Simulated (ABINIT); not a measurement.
Crystal: Au.

```
CELL_PARAMETERS angstrom
0.00000 2.03500 2.03500
2.03500 0.00000 2.03500
2.03500 2.03500 0.00000
ATOMIC_POSITIONS crystal
Au 0.00000 0.00000 0.00000
```

```yaml
Program: ABINIT 10.8.3 (patched build)
Task: relaxation of cell and atoms
Functional: PBE
Potentials_or_basis: PseudoDojo NC SR PBE v0.5 standard
Cutoff: 1034 eV
k_mesh: 8 × 8 × 8
Occupations: fermi-dirac, width 0.05 eV
Spin: no spin polarisation
```

At the start: pressure 11.4 GPa; volume 16.85 Å³/atom.

**Question.** How do energy, volume and symmetry change on relaxing?

**Answer.** Over 5 steps the energy falls by 38.2 meV/atom and the volume is 18.02 Å³/atom (+6.9 %); space group Fm-3m (No. 225, to 0.05 Å).

The path:
```tsv
step	energy change (eV)	largest force (eV/Å)	pressure (GPa)	volume (Å³)
1	0.0000	0.0000	11.36	16.85
2	-0.0297	0.0000	4.95	17.45
3	-0.0381	0.0000	0.58	17.94
4	-0.0382	0.0000	0.04	18.01
5	-0.0382	0.0000	0.00	18.02
```

Final structure:
```xyz
1
Lattice="0.0000 2.0807 2.0807 2.0807 0.0000 2.0807 2.0807 2.0807 0.0000" Properties=species:S:1:pos:R:3 pbc="T T T"
Au    0.0000    0.0000    0.0000
```
